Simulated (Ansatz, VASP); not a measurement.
One calculation of MgO (dscan), two programs

```xyz
2
Lattice="0.0000 2.1038 2.1038 2.1038 0.0000 2.1038 2.1038 2.1038 0.0000" Properties=species:S:1:pos:R:3 pbc="T T T"
Mg    0.0000    0.0000    0.0000
O     2.1038    2.1038    2.1038
```

Alike in both runs: functional r2SCAN; k mesh 8 × 8 × 8; occupations gaussian, width 0.02 eV; no spin polarisation.

Ansatz relaxed the structure, and its values are those at the end. VASP's run is a single point on that final structure, the one shown.

```csv
,VASP,Ansatz
version,VASP 6.6.1,Ansatz 0.2.0
potentials or method,"VASP PAW PBE potentials, release 64 (Mg, O)","scalar-relativistic, plane waves, PAW"
plane-wave cutoff (eV),520,500
valence electrons in the cell,8,16
```

Ansatz gave:

| Item | Value |
| --- | --- |
| gap on the k mesh at the Fermi level (eV) | 5.68 |
| least direct gap on the mesh (eV) | 5.68 |
| pressure (GPa) | 0.0 |

Question: What did VASP give for the same quantities?

Answer: gap on the k mesh at the Fermi level (eV): 5.64; least direct gap on the mesh (eV): 5.64; pressure (GPa): -1.5.

The two sets of potentials don't hold the same shells in valence.

Caveats: the PAW data sets were made with another functional, which shifts forces and pressure a little (VASP). r2SCAN opens gaps a little over a GGA but as a rule still falls short of measured ones.
